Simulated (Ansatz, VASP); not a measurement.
One calculation of CdS, two programs

```
Cd S
1.0
     4.16218    0.00000    0.00000
    -2.08109    3.60456    0.00000
     0.00000    0.00000    6.79370
Cd S
2 2
Direct
  0.33333 0.66667 0.00000
  0.66667 0.33333 0.50000
  0.33333 0.66667 0.38500
  0.66667 0.33333 0.88500
```

Change from the starting cell: volume scaled by 1.02, crystal datasets.

Alike in both runs: task electric field gradients; functional LDA; k mesh 8 × 8 × 4; occupations fermi-dirac, width 0.02 eV; no spin polarisation.

|  | VASP | Ansatz |
| --- | --- | --- |
| version | VASP 6.6.1 | Ansatz 0.2.0 |
| potentials or method | VASP PAW LDA potentials, release 64 (Cd, S), cutoff 520 eV | all-electron PAW with datasets made for the crystal, scalar-relativistic |

```csv
,VASP,Ansatz,Ansatz less VASP
gap on the k mesh at the Fermi level (eV),0.93,0.90,-0.028
pressure (GPa),-3.3,-3.7,-0.40
largest component of the traceless stress (GPa),1.10,1.03,-0.070
rms of the force components (eV/Å),0.131,0.126,-0.0057
Vzz of the field gradient on the site that differs most (V/Å²),34.8,30.7,-4.10
```

Atom by atom the forces differ by 0.006 eV/Å (rms over components). Ansatz ran all-electron here, so the differences hold the error of VASP's frozen core and of both bases. Ansatz warned: «gradients_without_spin_orbit».
